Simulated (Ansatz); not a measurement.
# Relaxed lattice of C against the functional

Method: plane-wave DFT with PAW (Ansatz; 420 eV, 500 eV for r²SCAN). Each run relaxes cell and atoms to zero pressure from this start:

```
C
1.0
     1.22805   -2.12706    0.00000
     1.22805    2.12706    0.00000
     0.00000    0.00000    7.17327
C
4
Cartesian
  1.2280 1.7724 5.4025
  1.2280 -0.3547 1.7708
  1.2280 -1.7724 1.7708
  1.2280 0.3547 5.4025
```

```json
{"Γ-centred k-mesh": "18×18×6", "occupation rule": "Gaussian smearing, 0.1 eV", "spin treatment": "unpolarised"}
```

Lengths are those of the conventional cell, space group Fmmm.

Q: Order by relaxed volume, smallest first.
A. PBEsol
B. LDA
C. r2SCAN
D. PBE

A: B (8.72 Å³/atom), C (9.29 Å³/atom), A (9.59 Å³/atom), D (11.23 Å³/atom).

```json
{"functional": "LDA", "a (Å)": "2.446", "b (Å)": "4.233", "c (Å)": "6.735", "volume (Å³/atom)": "8.72", "gap on mesh (eV)": "metal"}
{"functional": "PBEsol", "a (Å)": "2.459", "b (Å)": "4.258", "c (Å)": "7.329", "volume (Å³/atom)": "9.59", "gap on mesh (eV)": "metal"}
{"functional": "PBE", "a (Å)": "2.467", "b (Å)": "4.272", "c (Å)": "8.529", "volume (Å³/atom)": "11.23", "gap on mesh (eV)": "metal"}
{"functional": "r2SCAN", "a (Å)": "2.456", "b (Å)": "4.253", "c (Å)": "7.118", "volume (Å³/atom)": "9.29", "gap on mesh (eV)": "metal"}
```

This form isn't the element's structure at ambient conditions. The bands only touch here, so at this level the crystal is a zero-gap semiconductor or semimetal, not an ordinary metal.

Cost: 4 runs of about 17 core-minutes in all, on Intel Xeon Processor @ 2.50GHz (Skylake/Cascade Lake) (shared hosts).